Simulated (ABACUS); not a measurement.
A run of ABACUS 3.10.1 is set up as follows.

Contents of INPUT:

```
INPUT_PARAMETERS
suffix              Ni
calculation         scf
basis_type          pw
pseudo_dir          ./
latname             fcc
symmetry            1
dft_functional      GGA_X_B88+GGA_C_P86
ecutwfc             98
pseudo_rcut         10
nspin               2
nbands              20
ks_solver           dav
smearing_method     fd
smearing_sigma      0.00367493
scf_thr             1e-08
scf_nmax            100
mixing_type         broyden
mixing_beta         0.4
cal_force           1
cal_stress          1
out_chg             1
kpar                4
```

The input STRU:

```
ATOMIC_SPECIES
Ni 58.6934 Ni_ONCV_PBE-1.2.upf

LATTICE_CONSTANT
6.5670739299

ATOMIC_POSITIONS
Direct

Ni
0.0
1
0.0000000000 0.0000000000 0.0000000000 1 1 1 mag 1
```

The input KPT:

```
K_POINTS
0
Gamma
10 10 10 0 0 0
```

Potentials or basis: SG15 ONCV 1.2 PBE, plane waves.

Command:

```sh
$ OMP_NUM_THREADS=1 mpirun -np 4 abacus > log
```

What does it give for the pressure?

8.9 GPa.

What does it give for the absolute moment?

0.75 μB per cell.

Caveat: the potentials were made for another functional, which shifts forces and pressure.
